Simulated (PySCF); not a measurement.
Compound: 1-propanamine, C3H9N.
Geometry (PBE0-D3(BJ)/def2-TZVP, Å), atoms numbered from 1 in this order:
```xyz
13
C3H9N angstrom
C     -1.675   -0.230   -0.704
C     -0.348   -0.564   -0.046
C      0.725    0.467   -0.337
N      1.987    0.090    0.279
H     -2.058    0.734   -0.358
H     -2.431   -0.985   -0.482
H     -1.572   -0.173   -1.791
H     -0.483   -0.640    1.040
H      0.012   -1.542   -0.380
H      0.882    0.523   -1.420
H      0.357    1.459   -0.025
H      1.894    0.077    1.288
H      2.712    0.761    0.058
```

Computed with PySCF at wB97X-D/pcSseg-2, non-relativistic, on one gas-phase PBE0-D3(BJ)/def2-TZVP geometry that isn't relaxed in the solvent. The solvent is an IEF-PCM continuum (cavity from Bondi-type radii × 1.2). Only the electrostatic response of the medium enters.

Gas phase at wB97X-D/pcSseg-2: HOMO -8.75 eV, LUMO 2.37 eV, dipole 1.25 D.

What does the continuum do to the energy, the frontier levels and the dipole at wB97X-D/pcSseg-2 in chloroform?

| solvent | ε | E(solvent) − E(gas) (kcal/mol) | polarisation term (kcal/mol) | distortion of the solute (kcal/mol) | HOMO (eV) | LUMO (eV) | dipole (D) |
| --- | --- | --- | --- | --- | --- | --- | --- |
| chloroform | 4.711 | -2.90 | -3.21 | 0.31 | -8.80 | 2.53 | 1.57 |

Polarisation term: ½ Σ q·V over the induced surface charges. Distortion: the rise of the solute's own energy as its density leaves the gas-phase optimum.

Which radius a makes the point-dipole formula ΔE = −[(ε − 1)/(2ε + 1)]·μ²/a³ give the value in chloroform, with the gas-phase dipole?

μ = 0.494 au and |ΔE| = 0.00463 Eh give a = 1.41 Å; the farthest nucleus lies 2.83 Å from the centroid of the nuclei, so such a sphere wouldn't even hold the nuclei. The formula assumes a rigid point dipole at the centre of a sphere.

Give the dipole vector in the frame of the coordinates (D, pointing from negative to positive charge), gas and chloroform.

Gas (-0.27, 1.13, 0.47), solvent (-0.35, 1.42, 0.58). Its length changes by +25 % and its direction by less than 1°.

Time: 44 s wall, 1.7 min CPU; peak memory 1.8 GiB. Hardware: an AMD EPYC with 2 threads (shared host). This is the whole shielding run at wB97X-D/pcSseg-2 in chloroform, SCF included.

The pairwise dispersion term of wB97X-D wasn't added to the energies; at a given geometry it leaves orbitals and properties as they are.
